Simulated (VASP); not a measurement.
# CdS (Hawleyite) (F-43m) in VASP: a series of runs

The runs below take CdS (Hawleyite) through relaxation of cell and atoms, with PBEsol, PBE, RPBE.

Program: VASP 6.6.1. These are calculated values, not measurements. Logs are shortened: lines on timing, memory, paths and dates and some standing lists are left out, and cuts for length are marked.

## Step 1: Starting point

The structure is cubic, space group F-43m (No. 216). The conventional cell has a = 5.833 Å, b = 5.833 Å, c = 5.833 Å, α = 90.00°, β = 90.00°, γ = 90.00°. Cd (site symmetry -43m) has 4 S at 2.53 Å as nearest neighbours. S (site symmetry -43m) is surrounded by 4 Cd at 2.53 Å.

## Step 2: Relaxation of cell and atoms, PBEsol

INCAR reads:

```
SYSTEM = CdS
ALGO     = Normal         ! electronic algorithm
EDIFF    = 1E-6           ! SCF threshold, eV
EDIFFG   = -0.01          ! ionic threshold
ENCUT    = 600            ! plane-wave cutoff, eV
GGA      = PS             ! functional
IBRION   = 2              ! ionic algorithm
ISIF     = 3              ! what is computed and relaxed
ISMEAR   = 0              ! smearing method
LASPH    = .TRUE.         ! aspherical terms in the spheres
LCHARG   = .FALSE.        ! write CHGCAR
LREAL    = .FALSE.        ! projectors in reciprocal space
LWAVE    = .FALSE.        ! write WAVECAR
NELM     = 80             ! most SCF steps
NSW      = 90             ! ionic steps
PREC     = Accurate       ! precision mode
SIGMA    = 0.03           ! smearing width, eV
```

KPOINTS reads:

```
k-points
0
G
  8 8 8
  0 0 0
```

POSCAR reads:

```
CdS
1.0
    0.0000000000      2.9165000000      2.9165000000
    2.9165000000      0.0000000000      2.9165000000
    2.9165000000      2.9165000000      0.0000000000
Cd S
1 1
Direct
    0.0000000000      0.0000000000      0.0000000000
    0.2500000000      0.2500000000      0.2500000000
```

Potentials or basis: VASP PAW PBE potentials, release 64 (Cd, S).

The run is started by

```bash
cat potpaw_PBE.64/Cd/POTCAR potpaw_PBE.64/S/POTCAR > POTCAR
mpirun -np 1 vasp_std > vasp.out
```

OUTCAR:

```text
SYSTEM = CdS
   EDIFF = 1E-6
   EDIFFG = -0.01
   ENCUT = 600
   GGA = PS
   IBRION = 2
   ISIF = 3
   ISMEAR = 0
   LASPH = .TRUE.
   LREAL = .FALSE.
   NELM = 80
   NSW = 90
   PREC = Accurate

 ion  position               nearest neighbor table
   1  0.000  0.000  0.000-   2 2.53   2 2.53   2 2.53   2 2.53
   2  0.250  0.250  0.250-   1 2.53   1 2.53   1 2.53   1 2.53

  LATTYP: Found a face centered cubic cell.
 ALAT       =     5.8330000000

  Lattice vectors:

 A1 = (   0.0000000000,   2.9165000000,   2.9165000000)
 A2 = (   2.9165000000,   0.0000000000,   2.9165000000)
 A3 = (   2.9165000000,   2.9165000000,   0.0000000000)

Analysis of symmetry for initial positions (statically):
=====================================================================
 Subroutine PRICEL returns:
 Original cell was already a primitive cell.

 Routine SETGRP: Setting up the symmetry group for a
 face centered cubic supercell.

 Subroutine GETGRP returns: Found 24 space group operations
 (whereof 24 operations were pure point group operations)
 out of a pool of 48 trial point group operations.

The static configuration has the point symmetry T_d .

Analysis of symmetry for dynamics (positions and initial velocities):
=====================================================================
 Subroutine PRICEL returns:
 Original cell was already a primitive cell.

 Routine SETGRP: Setting up the symmetry group for a
 face centered cubic supercell.

 Subroutine GETGRP returns: Found 24 space group operations
 (whereof 24 operations were pure point group operations)
 out of a pool of 48 trial point group operations.

The dynamic configuration has the point symmetry T_d .

 Subroutine INISYM returns: Found 24 space group operations
 (whereof 24 operations are pure point group operations),
 and found     1 'primitive' translations

----------------------------------------------------------------------------------------

                                     Primitive cell

  volume of cell :      49.6153

  direct lattice vectors                    reciprocal lattice vectors
     0.000000000  2.916500000  2.916500000    -0.171438368  0.171438368  0.171438368
     2.916500000  0.000000000  2.916500000     0.171438368 -0.171438368  0.171438368
     2.916500000  2.916500000  0.000000000     0.171438368  0.171438368 -0.171438368

  length of vectors
     4.124553855  4.124553855  4.124553855     0.296939964  0.296939964  0.296939964

  position of ions in fractional coordinates (direct lattice)
     0.000000000  0.000000000  0.000000000
     0.250000000  0.250000000  0.250000000

  ion indices of the primitive-cell ions
   primitive index   ion index
                 1           1
                 2           2

----------------------------------------------------------------------------------------

 KPOINTS: k-points

Automatic generation of k-mesh.
 Grid dimensions read from file:
 generate k-points for:    8    8    8

 Generating k-lattice:

  Cartesian coordinates                     Fractional coordinates (reciprocal lattice)
    -0.021429796  0.021429796  0.021429796     0.125000000  0.000000000  0.000000000
     0.021429796 -0.021429796  0.021429796     0.000000000  0.125000000  0.000000000
     0.021429796  0.021429796 -0.021429796     0.000000000  0.000000000  0.125000000

  Length of vectors
     0.037117495  0.037117495  0.037117495

  Shift w.r.t. Gamma in fractional coordinates (k-lattice)
     0.000000000  0.000000000  0.000000000

 Subroutine IBZKPT returns following result:
[... 54 lines left out ...]
   NFREE  =      1    steps in history (QN), initial steepest desc. (CG)
   ISIF   =      3    stress and relaxation
   ISYM   =      2    0-nonsym 1-usesym 2-fastsym
   POTIM  = 0.5000    time-step for ionic-motion
   TEBEG  =    0.0;   TEEND  =   0.0 temperature during run
   PSTRESS=    0.0 pullay stress
   NELECT =      18.0000    total number of electrons
   NUPDOWN=      -1.0000    fix difference up-down
   EMIN   =  10.00;   EMAX   =-10.00  energy-range for DOS
   EFERMI =   0.00;   METHOD = LEGACY
   ISMEAR =     0;   SIGMA  =   0.03  broadening in eV -4-tet -1-fermi 0-gaus
   EFERMI_NEDOS =   21; number of points for ismear=-14 and -15
   IALGO  =     38    algorithm
   IMIX   =      4    mixing-type and parameters
     AMIX     =   0.40;   BMIX     =  1.00
     AMIX_MAG =   1.60;   BMIX_MAG =  1.00
  volume/ion in A,a.u.               =      24.81       167.41
  Fermi-wavevector in a.u.,A,eV,Ry     =   1.167599  2.206442 18.548649  1.363287
  Thomas-Fermi vector in A             =   2.304097
   LORBIT       =      0    0 simple, 1 ext, 2 COOP (PROOUT), +10 PAW based schemes
   GGA     = PS    functional components
   LHFCALC =     F    Hartree Fock is set to
   AEXX    =    0.0000 exact exchange contribution
   IVDW    =     0    specifies the selected vdW correction
   LEPSILON=     F    determine dielectric tensor
   LRPA    =     F    only Hartree local field effects (RPA)
 conjugate gradient relaxation of ions
 non-spin polarized calculation
 Gauss-broadening in eV      SIGMA  =   0.03
  energy-cutoff  :      600.00
  volume of cell :       49.62
 maximum number of plane-waves:      1676
 NGX is ok and might be reduce to    36
   NGX = 17   NGY = 17   NGZ = 17

--------------------------------------- Ionic step        1  -------------------------------------------

 number of electron      17.9999999 magnetization

 Free energy of the ion-electron system (eV)
  ---------------------------------------------------
  ext. energy  EPLUGINS =         0.00000000
  ---------------------------------------------------
  free energy    TOTEN  =        -6.81366467 eV

  energy without entropy =       -6.81366467  energy(sigma->0) =       -6.81366467

------------------------ aborting loop because EDIFF is reached ----------------------------------------

  FORCE on cell =-STRESS in cart. coord.  units (eV):
  Direction    XX          YY          ZZ          XY          YZ          ZX
  --------------------------------------------------------------------------------------
  -------------------------------------------------------------------------------------
  Total        0.0278737      0.0278737      0.0278737      0.0000000      0.0000000      0.0000000
  in kB        0.9000972      0.9000972      0.9000972      0.0000000      0.0000000      0.0000000
  external PRESSURE =       0.9000972 kB  Pullay stress =       0.0000000 kB

 VOLUME and BASIS-vectors are now :
 -----------------------------------------------------------------------------
  energy-cutoff  :      600.00
  volume of cell :       49.62
      direct lattice vectors                 reciprocal lattice vectors
     0.000000000  2.916500000  2.916500000    -0.171438368  0.171438368  0.171438368
     2.916500000  0.000000000  2.916500000     0.171438368 -0.171438368  0.171438368
     2.916500000  2.916500000  0.000000000     0.171438368  0.171438368 -0.171438368

 POSITION                                       TOTAL-FORCE (eV/Angst)
 -----------------------------------------------------------------------------------
      0.00000      0.00000      0.00000        -0.000000     -0.000000      0.000000
      1.45825      1.45825      1.45825         0.000000      0.000000     -0.000000
 -----------------------------------------------------------------------------------
    total drift:                               -0.000000     -0.000000     -0.000000

  FREE ENERGIE OF THE ION-ELECTRON SYSTEM (eV)
  ---------------------------------------------------
  free  energy   TOTEN  =        -6.8136646705 eV

  energy  without entropy=       -6.8136646705  energy(sigma->0) =       -6.81366467

--------------------------------------- Ionic step        2  -------------------------------------------

 number of electron      17.9999999 magnetization

 Free energy of the ion-electron system (eV)
  ---------------------------------------------------
  ext. energy  EPLUGINS =         0.00000000
  ---------------------------------------------------
  free energy    TOTEN  =        -6.81367957 eV

  energy without entropy =       -6.81367957  energy(sigma->0) =       -6.81367957

 E-fermi :   1.3564     XC(G=0):  -9.3687

 val. band max:        1.1941215650   @ k =   0.0000   0.0000   0.0000
 cond. band min:       2.1983652949   @ k =   0.0000   0.0000   0.0000
 fundamental gap:      1.0042437299
 Fermi energy:         1.3564161755

 k-point     1 :       0.0000    0.0000    0.0000
  band No.  band energies     occupation
      1     -11.1777      2.00000
      2      -6.5277      2.00000
      3      -6.5277      2.00000
      4      -6.5277      2.00000
      5      -6.0423      2.00000
      6      -6.0423      2.00000
      7       1.1941      2.00000
      8       1.1941      2.00000
      9       1.1941      2.00000
     10       2.1984      0.00000
     11       7.6396      0.00000
     12       7.6396      0.00000
     13       7.6396      0.00000
[... 354 lines left out ...]
  band No.  band energies     occupation
      1     -10.6748      2.00000
      2      -6.3635      2.00000
      3      -6.3241      2.00000
      4      -6.0700      2.00000
      5      -6.0158      2.00000
      6      -5.5477      2.00000
      7      -2.9801      2.00000
      8      -0.7765      2.00000
      9      -0.0447      2.00000
     10       5.4790      0.00000
     11       6.8833      0.00000
     12       8.3109      0.00000
     13       9.4533      0.00000

 [... further k-points ...]
[... 5 lines left out ...]
  --------------------------------------------------------------------------------------
  -------------------------------------------------------------------------------------
  Total       -0.0105613     -0.0105613     -0.0105613      0.0000000     -0.0000000      0.0000000
  in kB       -0.3403576     -0.3403576     -0.3403576      0.0000000     -0.0000000      0.0000000
  external PRESSURE =      -0.3403576 kB  Pullay stress =       0.0000000 kB

 VOLUME and BASIS-vectors are now :
 -----------------------------------------------------------------------------
  energy-cutoff  :      600.00
  volume of cell :       49.72
      direct lattice vectors                 reciprocal lattice vectors
     0.000000000  2.918460911  2.918460911    -0.171323179  0.171323179  0.171323179
     2.918460911  0.000000000  2.918460911     0.171323179 -0.171323179  0.171323179
     2.918460911  2.918460911 -0.000000000     0.171323179  0.171323179 -0.171323179

 POSITION                                       TOTAL-FORCE (eV/Angst)
 -----------------------------------------------------------------------------------
      2.91846      5.83692      2.91846         0.000000      0.000000     -0.000000
      1.45923      1.45923      1.45923        -0.000000     -0.000000      0.000000
 -----------------------------------------------------------------------------------
    total drift:                               -0.000000     -0.000000     -0.000000

  FREE ENERGIE OF THE ION-ELECTRON SYSTEM (eV)
  ---------------------------------------------------
  free  energy   TOTEN  =        -6.8136795676 eV

  energy  without entropy=       -6.8136795676  energy(sigma->0) =       -6.81367957

 reached required accuracy - stopping structural energy minimisation
```

Run time: 16 s. Hardware: 1 thread of Intel Xeon 6975P-C (Granite Rapids), shared host; peak memory 0.22 GiB.

Results:

```yaml
Free_energy: -6.8137 eV
Relaxed_volume: 24.86 Å³/atom
Relaxed_cell: a = 4.127 Å, b = 4.127 Å, c = 4.127 Å, α = 60.00°, β = 60.00°, γ = 60.00°
Space_group_after_relaxing_to_0.05_Å: F-43m (No. 216)
Energy_gained_by_relaxing: 0.0 meV/atom
Ionic_steps: 2
Pressure_after_relaxing: 0.0 GPa
Band_gap_on_the_k_mesh: 1.00 eV, direct
```

Final structure:
```cif
data_structure
_symmetry_space_group_name_H-M 'P 1'
_symmetry_Int_Tables_number 1
_cell_length_a 4.1273
_cell_length_b 4.1273
_cell_length_c 4.1273
_cell_angle_alpha 60.000
_cell_angle_beta 60.000
_cell_angle_gamma 60.000
_cell_volume 49.72
loop_
_atom_site_label
_atom_site_type_symbol
_atom_site_fract_x
_atom_site_fract_y
_atom_site_fract_z
_atom_site_occupancy
Cd1 Cd 0.00000 0.00000 0.00000 1
S1 S 0.25000 0.25000 0.25000 1
```

Levels at points of the mesh, in eV from the valence-band top:
| k point | band 6 | band 7 | band 8 | band 9 | band 10 | band 11 | band 12 | band 13 |
| --- | --- | --- | --- | --- | --- | --- | --- | --- |
| (0.00, 0.00, 0.00) | -7.24 | 0.00 | 0.00 | 0.00 | 1.00 | 6.45 | 6.45 | 6.45 |
| (0.50, 0.00, 0.00) | -6.86 | -4.47 | -0.76 | -0.76 | 2.89 | 6.91 | 6.91 | 7.32 |
| (0.50, 0.50, 0.00) | -6.79 | -4.01 | -1.91 | -1.91 | 3.40 | 4.25 | 9.07 | 10.66 |

Caveat: the PAW data sets were made with another functional, which shifts forces and pressure a little. As with any semilocal functional, this PBEsol gap is likely too small.

## Step 3: Relaxation of cell and atoms, PBEsol

This run uses another cell than the first one, of 24.86 Å³/atom, 1.002 times its volume.

INCAR: that of step 2 with these lines changed.

```diff
@@ -2,4 +2,4 @@
 ALGO     = Normal         ! electronic algorithm
-EDIFF    = 1E-6           ! SCF threshold, eV
-EDIFFG   = -0.01          ! ionic threshold
+EDIFF    = 1E-7           ! SCF threshold, eV
+EDIFFG   = -0.005         ! ionic threshold
 ENCUT    = 600            ! plane-wave cutoff, eV
```

KPOINTS is that of step 2.

POSCAR reads:

```
CdS                                     
1.0
    0.0000000000      2.9184609114      2.9184609114
    2.9184609114      0.0000000000      2.9184609114
    2.9184609114      2.9184609114     -0.0000000000
  Cd              S             
     1     1
Direct
     1.0000000000000000    0.0000000000000000    1.0000000000000000
     0.2500000000000000    0.2500000000000000    0.2500000000000000
```

Potentials or basis: VASP PAW PBE potentials, release 64 (Cd, S).

The run is started by

```bash
cat potpaw_PBE.64/Cd/POTCAR potpaw_PBE.64/S/POTCAR > POTCAR
mpirun -np 1 vasp_std > vasp.out
```

OUTCAR:

```text
SYSTEM = CdS
   EDIFF = 1E-7
   EDIFFG = -0.005
   ENCUT = 600
   GGA = PS
   IBRION = 2
   ISIF = 3
   ISMEAR = 0
   LASPH = .TRUE.
   LREAL = .FALSE.
   NELM = 80
   NSW = 90
   PREC = Accurate

 ion  position               nearest neighbor table
   1  0.000  0.000  0.000-   2 2.53   2 2.53   2 2.53   2 2.53
   2  0.250  0.250  0.250-   1 2.53   1 2.53   1 2.53   1 2.53

  LATTYP: Found a face centered cubic cell.
 ALAT       =     5.8369218228

  Lattice vectors:

[... 613 lines left out ...]
      9      -0.0393      2.00000
     10       5.4887      0.00000
     11       6.8903      0.00000
     12       8.3200      0.00000
     13       9.4624      0.00000

 [... further k-points ...]
[... 5 lines left out ...]
  --------------------------------------------------------------------------------------
  -------------------------------------------------------------------------------------
  Total        0.0043425      0.0043425      0.0043425     -0.0000000      0.0000000      0.0000000
  in kB        0.1400656      0.1400656      0.1400656     -0.0000000      0.0000000      0.0000000
  external PRESSURE =       0.1400656 kB  Pullay stress =       0.0000000 kB

 VOLUME and BASIS-vectors are now :
 -----------------------------------------------------------------------------
  energy-cutoff  :      600.00
  volume of cell :       49.67
      direct lattice vectors                 reciprocal lattice vectors
     0.000000000  2.917635263  2.917635263    -0.171371661  0.171371661  0.171371661
     2.917635263  0.000000000  2.917635263     0.171371661 -0.171371661  0.171371661
     2.917635263  2.917635263  0.000000000     0.171371661  0.171371661 -0.171371661

 POSITION                                       TOTAL-FORCE (eV/Angst)
 -----------------------------------------------------------------------------------
      5.83527      5.83527      5.83527        -0.000000     -0.000000      0.000000
      1.45882      1.45882      1.45882         0.000000      0.000000     -0.000000
 -----------------------------------------------------------------------------------
    total drift:                               -0.000000     -0.000000     -0.000000

  FREE ENERGIE OF THE ION-ELECTRON SYSTEM (eV)
  ---------------------------------------------------
  free  energy   TOTEN  =        -6.8137189449 eV

  energy  without entropy=       -6.8137189449  energy(sigma->0) =       -6.81371894

 reached required accuracy - stopping structural energy minimisation
```

OSZICAR:

```text
N       E                     dE             d eps       ncg     rms          rms(c)
DAV:   1     0.117319772872E+03    0.11732E+03   -0.10075E+04   770   0.143E+03
DAV:   2    -0.190771491995E+01   -0.11923E+03   -0.11345E+03   849   0.309E+02
DAV:   3    -0.727238363976E+01   -0.53647E+01   -0.53477E+01   894   0.676E+01
[... 15 lines left out ...]
DAV:   2    -0.681372928093E+01    0.11209E-03   -0.27772E-04   829   0.279E-01    0.299E-02
DAV:   3    -0.681371856749E+01    0.10713E-04   -0.32084E-05   814   0.690E-02    0.247E-02
DAV:   4    -0.681371862390E+01   -0.56415E-07   -0.18464E-06   769   0.161E-02    0.487E-03
DAV:   5    -0.681371887757E+01   -0.25367E-06   -0.36100E-07   694   0.100E-02    0.152E-03
DAV:   6    -0.681371894488E+01   -0.67309E-07   -0.51975E-08   392   0.315E-03
   2 F= -.68137189E+01 E0= -.68137189E+01  d E =-.318825E-05
```

Wall time 18 s (1 thread of Intel Xeon 6975P-C (Granite Rapids), shared host); peak memory 0.22 GiB.

Results:

```
Free energy                            : -6.8137 eV
Relaxed volume                         : 24.84 Å³/atom
Relaxed cell                           : a = 4.126 Å, b = 4.126 Å, c = 4.126 Å, α = 60.00°, β = 60.00°, γ = 60.00°
Space group after relaxing (to 0.05 Å) : F-43m (No. 216)
Energy gained by relaxing              : 0.0 meV/atom
Ionic steps                            : 2
Pressure after relaxing                : 0.0 GPa
Band gap on the k mesh                 : 1.01 eV, direct
```

Final structure:
```
CELL_PARAMETERS angstrom
0.00000 2.91764 2.91764
2.91764 0.00000 2.91764
2.91764 2.91764 0.00000
ATOMIC_POSITIONS crystal
Cd 0.00000 0.00000 0.00000
S 0.25000 0.25000 0.25000
```

Caveat: the PAW data sets were made with another functional, which shifts forces and pressure a little. As with any semilocal functional, this PBEsol gap is likely too small.

## Step 4: Relaxation of cell and atoms, PBE

INCAR reads:

```
  ALGO = Normal
  EDIFF = 1E-6
  EDIFFG = -0.01
  ENCUT = 300
  GGA = PE
  IBRION = 2
  ISIF = 3
  ISMEAR = 0
  LASPH = T
  LCHARG = F
  LREAL = F
  LWAVE = F
  NELM = 80
  NSW = 90
  PREC = Accurate
  SIGMA = 0.03
```

KPOINTS reads:

```
k-points
0
Gamma
  4 4 4
```

POSCAR reads:

```
CdS
1.0
    0.0000000000      2.9165000000      2.9165000000
    2.9165000000      0.0000000000      2.9165000000
    2.9165000000      2.9165000000      0.0000000000
Cd S
1 1
Direct
    0.0000000000      0.0000000000      0.0000000000
    0.2500000000      0.2500000000      0.2500000000
```

The run is started by

```bash
cat potpaw_PBE.64/Cd/POTCAR potpaw_PBE.64/S/POTCAR > POTCAR
mpirun -np 1 vasp_std > vasp.out
```

It took 11 s on 1 thread of Intel Xeon Platinum 8259CL at 2.50GHz (Skylake/Cascade Lake), shared host; peak memory 0.13 GiB.

The run converged, but some of its settings lie outside the range that counts as converged, so its numbers aren't taken as properties of the crystal.

Results:

```
Free energy                            : -6.1059 eV
Relaxed volume                         : 26.07 Å³/atom
Relaxed cell                           : a = 4.194 Å, b = 4.194 Å, c = 4.194 Å, α = 60.00°, β = 60.00°, γ = 60.00°
Space group after relaxing (to 0.05 Å) : F-43m (No. 216)
Energy gained by relaxing              : 12.4 meV/atom
Ionic steps                            : 3
Band gap on the k mesh                 : 1.02 eV, direct
```

Caveat: the k mesh is coarse (spacing up to 0.47 Å⁻¹), so the values aren't converged; the cutoff is under 1.25 times the usual one of these potentials, so pressure, stress and relaxed cells hold a basis-set (Pulay) error.

(Continued in part 2 of 2.)
